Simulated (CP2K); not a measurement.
Cd:

```xyz
1
Lattice="3.0905 0.0000 0.0000 -1.0302 2.9138 0.0000 -1.0302 -1.4569 2.5234" Properties=species:S:1:pos:R:3 pbc="T T T"
Cd    0.0000    0.0000    0.0000
```

This isn't the form of Cd at room conditions, which is hcp.

* Program: CP2K 2026.2
* Task: single point
* Functional: PBE
* Potentials or basis: POTENTIAL_UZH Cd GTH-PBE-q12; TZVP-MOLOPT-PBE-GTH basis
* Density cutoff: 6123 eV
* k mesh: 10 × 10 × 10
* Occupations: fermi-dirac, width 0.05 eV
* Spin: no spin polarisation

On this cell: pressure 1.3 GPa; band gap on the k mesh none (metal or under the smearing width).

The same run follows on a disturbed copy (cell strained at random at fixed volume):

```
Cd
1.0
     3.14703    0.00000    0.00000
    -1.03913    2.95140    0.00000
    -1.05211   -1.48960    2.44653
Cd
1
Direct
  0.99699 0.98496 0.01511
```

**Question.** What changes?

**Answer.** The energy (extrapolated to zero smearing) moves by -2.5 meV/atom; pressure 1.4 GPa; band gap on the k mesh none (metal or under the smearing width).

Stress tensor (GPa, compression positive):
```
 1.31  0.20  0.01
 0.20  1.22 -0.02
 0.01 -0.02  1.57
```

The energy falls, though the first cell shows no forces: that form is unstable against this distortion, unless noise or another electronic state is at work.

Caveats: the basis of atomic orbitals isn't converged, which shifts pressures, moduli and gaps.
